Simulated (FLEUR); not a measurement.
Convergence study of the basis cutoff for GeTe (R3m, 2 atoms in the cell)

```yaml
crystal:
  lattice:
    - [2.10078, 1.21288, 3.69006]
    - [-2.10078, 1.21288, 3.69006]
    - [0.00000, -2.42577, 3.69006]
  atoms:
    - { symbol: Ge, position: [0.99675, 0.99675, 0.99675] }
    - { symbol: Te, position: [0.52878, 0.52878, 0.52878] }
```

Level of theory: FLEUR with PBE, all-electron FLAPW (FLEUR), scalar-relativistic valence.

Base settings: Kmax = 4 1/bohr; GmaxXC = 16 1/bohr; xcFunctional = pbe; jspins = 1; l_soc = F; mode = hist; fermiSmearingEnergy = 0.0001 Htr; mesh (inpgen div1-3) = 3 3 3; inpgen gamma flag = false; Gmax = 16 1/bohr.

Moved along: Gmax, GmaxXC.

The second cell is the first with its lattice scaled by 0.98.

The mesh stays at the base's, so the ladder's end is converged at best in this setting alone.

Only quantities that move along the ladder and can be compared are tabulated; the gap is left out on so coarse a mesh.

Core times come from one kind of shared machine, to one figure; runs under 30 s give none.

The starting cell comes from a database of computed structures (which also holds hypothetical and non-ambient phases and stackings), without a prior relaxation at this level. Its lattice was rescaled by up to half a per cent. One atom was moved a little off its site on purpose. Values depend on the basis (sphere radii, cutoffs, local orbitals), which need not be converged.

```csv
Kmax,free energy less the last step's (meV/atom),energy of the compressed cell less the first (meV/atom),largest difference of a force vector from the last step's (eV/Å),core time / last (rough)
2.37 1/bohr,1501.18,-24.95,0.072,–
2.53 1/bohr,908.38,16.47,0.008,–
2.68 1/bohr,571.05,-1.32,0.016,–
2.83 1/bohr,344.60,27.60,0.021,–
2.97 1/bohr,218.99,22.51,0.014,–
3.1 1/bohr,141.99,21.74,0.013,–
3.35 1/bohr,58.51,24.53,0.008,0.3
3.58 1/bohr,27.94,22.26,0.006,0.3
3.79 1/bohr,14.22,21.78,0.004,–
4 1/bohr,7.43,21.93,0.003,0.4
4.2 1/bohr,4.43,21.78,0.003,0.4
4.38 1/bohr,2.72,21.87,0.002,0.5
4.65 1/bohr,1.42,21.77,0.001,0.5
4.9 1/bohr,0.70,21.67,0.001,0.7
5.29 1/bohr,0.00,21.56,0.000,1
```

State of the free energy at the end of the ladder: still drifting one way, by 1.4 meV/atom over the last two steps, so the last step is no safe reference.

Coarsest Kmax that holds the energy of the compressed cell less the first within 0.5 meV/atom of the last step, with all finer ones: 3.79 1/bohr; the step before is off by 0.69 meV/atom.

Coarsest Kmax that holds the forces within 0.01 eV/Å of the last step, with all finer ones: 3.35 1/bohr, at about 0.3 of the last step's time; the step before is off by 0.013 eV/Å.

The energy difference between the two cells stays within 1 meV/atom of the last step's from 3.58 1/bohr on, the total only from 4.9 1/bohr on: much of the error is common to both cells and cancels.
